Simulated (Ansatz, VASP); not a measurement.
AlN: VASP beside Ansatz

```
Al N
1.0
     0.00000    1.98457    1.98457
     1.98457    0.00000    1.98457
     1.98457    1.98457    0.00000
Al N
1 1
Direct
  0.00000 0.00000 0.00000
  0.50000 0.50000 0.50000
```

Change from the starting cell: volume scaled by 1.01, crystal datasets.

Alike in both runs: task electric field gradients; functional LDA; k mesh 10 × 10 × 10; occupations fermi-dirac, width 0.02 eV; no spin polarisation.

|  | VASP | Ansatz |
| --- | --- | --- |
| version | VASP 6.6.1 | Ansatz 0.2.0 |
| potentials or method | VASP PAW LDA potentials, release 64 (Al, N), cutoff 520 eV | all-electron PAW with datasets made for the crystal, scalar-relativistic |

Ansatz gave:

| Quantity | Value |
| --- | --- |
| gap on the k mesh at the Fermi level (eV) | 5.00 |
| pressure (GPa) | 9.3 |
| Vzz of the field gradient on the site that differs most (V/Å²) | 0.0 |

Task: Which values does VASP return?

Result: gap on the k mesh at the Fermi level (eV): 5.01; pressure (GPa): 10.0; Vzz of the field gradient on the site that differs most (V/Å²): 0.0.

Ansatz ran all-electron here, so the differences hold the error of VASP's frozen core and of both bases.

A k mesh can miss the band edges.
